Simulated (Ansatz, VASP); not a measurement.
One calculation of MgS, two programs

```
Mg S
1.0
     0.00000    2.60165    2.60165
     2.60165    0.00000    2.60165
     2.60165    2.60165    0.00000
Mg S
1 1
Direct
  0.00000 0.00000 0.00000
  0.50000 0.50000 0.50000
```

Alike in both runs: task electric field gradients; functional LDA; k mesh 8 × 8 × 8; occupations fermi-dirac, width 0.01 eV; no spin polarisation.

|  | VASP | Ansatz |
| --- | --- | --- |
| version | VASP 6.6.1 | Ansatz 0.2.0 |
| potentials or method | VASP PAW LDA potentials, release 64 (Mg, S) | PAW with Ansatz's default frozen-core files, scalar-relativistic |
| plane-wave cutoff (eV) | 520 | 420 |
| valence electrons in the cell | 8 | 16 |

VASP gave:

- gap on the k mesh at the Fermi level (eV): 2.56
- pressure (GPa): -3.8
- Vzz of the field gradient on the site that differs most (V/Å²): 0.0

**Question.** What did Ansatz give for the same quantities?

**Answer.** gap on the k mesh at the Fermi level (eV): 2.56; pressure (GPa): -3.3; Vzz of the field gradient on the site that differs most (V/Å²): 0.0.

The two sets of potentials don't hold the same shells in valence.

A k mesh can miss the band edges.
